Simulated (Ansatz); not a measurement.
ZrS:

```
CELL_PARAMETERS angstrom
0.00000 2.62500 2.62500
2.62500 0.00000 2.62500
2.62500 2.62500 0.00000
ATOMIC_POSITIONS crystal
Zr 0.00000 0.00000 0.00000
S 0.50000 0.50000 0.50000
```

* Program: Ansatz 0.2.0
* Task: relaxation of cell and atoms
* Functional: PBEsol
* Dispersion: D4
* Potentials or basis: Ansatz PAW
* Cutoff: 420 eV (not typed: the program's choice for these potentials)
* k mesh: 9 × 9 × 9
* Occupations: fermi-dirac, width 0.05 eV
* Spin: no spin polarisation

At the start: volume 18.09 Å³/atom.

Task: How do energy, volume and symmetry change on relaxing?

Result: It ends after 5 steps and the volume is 17.02 Å³/atom (-5.9 %); space group Fm-3m (No. 225, to 0.05 Å).

The path:
```
step  energy change (eV)  largest force (eV/Å)  volume (Å³)
   1              0.0000                0.0000        36.18
   2             -0.0310                0.0000        32.69
   3             -0.0576                0.0000        34.18
   4             -0.0580                0.0000        34.04
   5             -0.0577                0.0000        34.04
```

Final structure:
```
Zr S
1.0
     0.00000    2.57235    2.57235
     2.57235    0.00000    2.57235
     2.57235    2.57235    0.00000
Zr S
1 1
Direct
  0.00000 0.00000 0.00000
  0.50000 0.50000 0.50000
```

Caveat: the plane-wave basis is chosen anew once the cell has moved, so the energies of steps on either side of that aren't comparable; pairwise dispersion overbinds metals, which lowers pressure and volume; the PAW data sets come from PBE, with cores solved anew for the run's functional, which leaves a small shift of forces and pressure.
